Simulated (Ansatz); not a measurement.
The system is P.

```xyz
4
Lattice="1.6477 -5.4650 0.0000 1.6477 5.4650 0.0000 0.0000 0.0000 4.5436" Properties=species:S:1:pos:R:3 pbc="T T T"
P     1.6477   -4.4173    2.6754
P     1.6477    4.4173    1.8683
P     1.6477   -1.0477    0.4035
P     1.6477    1.0477    4.1401
```

```yaml
Program: Ansatz 0.2.0
Task: relaxation of cell and atoms
Functional: PBEsol
Potentials_or_basis: all-electron LAPW, scalar-relativistic
Basis_error_allowed: 0.002 eV/atom
k_mesh: 8 × 8 × 6
Occupations: fermi-dirac, width 0.05 eV
Spin: no spin polarisation
```

At the start: volume 20.46 Å³/atom.

Q: How do energy, volume and symmetry change on relaxing?

A: Over 7 steps the energy falls by 20.3 meV/atom and the volume is 17.92 Å³/atom (-12.4 %); space group Cmce (No. 64, to 0.05 Å).

Step by step:
```tsv
step	energy change (eV)	largest force (eV/Å)	volume (Å³)
1	0.0000	0.2940	81.83
2	-0.0463	0.0770	75.66
3	-0.0714	0.0896	71.63
4	-0.0791	0.0379	72.22
5	-0.0807	0.0083	71.67
6	-0.0808	0.0032	71.67
7	-0.0812	0.0032	71.67
```

Final structure:
```
CELL_PARAMETERS angstrom
1.65810 -5.13709 0.00000
1.65810 5.13709 0.00000
0.00000 0.00000 4.20701
ATOMIC_POSITIONS crystal
P 0.89465 0.10535 0.57317
P 0.10535 0.89465 0.42683
P 0.60535 0.39465 0.07317
P 0.39465 0.60535 0.92683
```
